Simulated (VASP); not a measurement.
Wanted: the native input for a VASP 6.6.1 run.

* Task: relaxation of the atoms
* Functional: PBE
* Dispersion: D3(BJ)
* Potentials or basis: VASP PAW PBE potentials, release 64 (Ir)
* Cutoff: 600 eV
* k mesh: 16 × 16 × 16
* Occupations: methfessel-paxton, width 0.1 eV
* Spin: no spin polarisation
* Further INCAR settings: ALGO = Normal; EDIFF = 1e-07; IBRION = 2; EDIFFG = -0.01; NSW = 40

The structure of Ir lies in POSCAR:

```
Ir                                      
1.0
    0.0000000000      1.9219607553      1.9219607553
    1.9219607553      0.0000000000      1.9219607553
    1.9219607553      1.9219607553      0.0000000000
  Ir            
     1
Direct
     0.0000000000000000    0.0000000000000000    0.0000000000000000
```

One way to write it, as run:

INCAR

```
PREC     = Accurate       # precision mode
ENCUT    = 600            # plane-wave cutoff, eV
EDIFF    = 1E-7           # SCF threshold, eV
ISMEAR   = 1              # smearing method
SIGMA    = 0.1            # smearing width, eV
LREAL    = F              # projectors in reciprocal space
LASPH    = T              # aspherical terms in the spheres
NELM     = 80             # most SCF steps
ALGO     = Normal         # electronic algorithm
ISIF     = 2              # what is computed and relaxed
LWAVE    = F              # write WAVECAR
LCHARG   = F              # write CHGCAR
GGA      = PE             # functional
IVDW     = 12             # dispersion correction
IBRION   = 2              # ionic algorithm
NSW      = 40             # ionic steps
EDIFFG   = -0.01          # ionic threshold
```

KPOINTS

```
Automatic mesh
0
Gamma
  16 16 16
```

Potentials or basis: VASP PAW PBE potentials, release 64 (Ir).

The run is started by

```sh
$ cat potpaw_PBE.64/Ir/POTCAR > POTCAR
$ mpirun -np 1 vasp_std > vasp.out
```

Results of the run:

- Pressure after relaxing: 0.0 GPa
- Band gap on the k mesh: none (metal or under the smearing width)
- Dispersion energy per atom: -0.732 eV

Caveat: the relaxation stopped at its first step, so nothing moved; pairwise dispersion overbinds metals, which lowers pressure and volume.

Run time: 11 s on 1 thread of AMD EPYC 9R45 96-Core Processor (Zen 5), with other jobs on the host, peak memory 0.14 GiB.
